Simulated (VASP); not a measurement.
# Settings for InP: energy along a vibration (SMASS = -2)

InP, Fm-3m (no. 225), atoms displaced along the mode, 2 atoms in the cell. R2SCAN, energy along a line of displacements; PAW potentials In_d, P (PBE set). VASP 6.6.1.

Wanted: harmonic frequency within 1 %.

Space group without the displacement: Fm-3m (no. 225); Mode: optical mode at Gamma along x.

POSCAR:
```
InP
1.0
    0.0000000000      2.7688340000      2.7688340000
    2.7688340000      0.0000000000      2.7688340000
    2.7688340000      2.7688340000      0.0000000000
In P
1 1
Direct
    0.0030691919     -0.0030691919     -0.0030691919
    0.4886226776      0.5113773224      0.5113773224

    0.0042490415   0.0000000000   0.0000000000
   -0.0157509585   0.0000000000   0.0000000000
```

The series start from k mesh: 5 × 5 × 5; Cutoff (eV): 340; Step along the mode (Å): 0.02; Electronic threshold (eV): 1e-7. Each series keeps the choices made before it, and each single choice may use up half of a tolerance.

## k mesh

| k mesh | Harmonic frequency (THz) | Time (s) |
|---|---|---|
| 2 × 2 × 2 | 3.959 | 46 |
| 3 × 3 × 3 | 5.328 | 58 |
| 4 × 4 × 4 | 3.208 | 98 |
| 5 × 5 × 5 | 4.687 | 109 |
| 6 × 6 × 6 | 4.956 | 176 |
| 8 × 8 × 8 (reference) | 3.873 | 410 |

Chosen: 8 × 8 × 8; the next looser run is off by more than half of the tolerance, so convergence isn't shown beyond this value.

## Cutoff (eV)

| Cutoff (eV) | Harmonic frequency (THz) | Time (s) |
|---|---|---|
| 180 | 3.898 | 264 |
| 220 | 3.941 | 388 |
| 260 | 3.876 | 393 |
| 300 | 3.865 | 367 |
| 340 | 3.873 | 410 |
| 390 (reference) | 3.858 | 791 |

Chosen: 260, the loosest value from which every tighter one stays within half of the tolerance.

## Electronic threshold (eV)

| Electronic threshold (eV) | Harmonic frequency (THz) | Time (s) |
|---|---|---|
| 0.001 | 3.735 | 147 |
| 0.0001 | 3.723 | 189 |
| 1e-5 | 3.84 | 171 |
| 1e-6 | 3.876 | 383 |
| 1e-7 | 3.876 | 393 |
| 1e-8 (reference) | 3.876 | 461 |

Chosen: 1e-6.

## All choices together

| Input | Harmonic frequency (THz) | Time (s) |
|---|---|---|
| defaults on a coarse mesh (naive) | 5.371 | 5.2 |
| chosen settings | 3.876 | 383 |
| reference settings throughout | 3.857 | 799 |

The chosen settings stay within the tolerance of the reference run, but the reference itself isn't shown to be converged in: k mesh.

## The input

INCAR:
```
METAGGA = R2SCAN ; LMIXTAU = T
PREC = Accurate ; ENCUT = 260
EDIFF = 1E-6 ; ALGO = Normal
LREAL = F ; LASPH = T
ISMEAR = 0 ; SIGMA = 0.03
ISYM = 0 ; LWAVE = F
LCHARG = F ; IBRION = 0
SMASS = -2 ; POTIM = 1
NSW = 9 ; NELMIN = 4
IWAVPR = 11 ; KPAR = 2
```

KPOINTS:
```
Automatic mesh
0
Gamma
  8 8 8
  0 0 0
```

Commands:
```
cat potpaw_PBE.64/In_d/POTCAR potpaw_PBE.64/P/POTCAR > POTCAR
mpirun -np 2 vasp_std > vasp.out
```

Limits: NELMIN = 4 forces that many electronic steps, so a loose EDIFF looks better here than it is.

The chosen input took VASP 6.6.1 383 s on 2 cores (Intel Xeon Platinum 8559C (Emerald Rapids)), a shared host.

## An input that fails: POTIM multiplies the typed steps tenfold

It runs to its end, but against the unchanged starting input it is off by 3963 % in the harmonic frequency.

Changes against the starting input:
```
- POTIM = 1
+ POTIM = 10
```
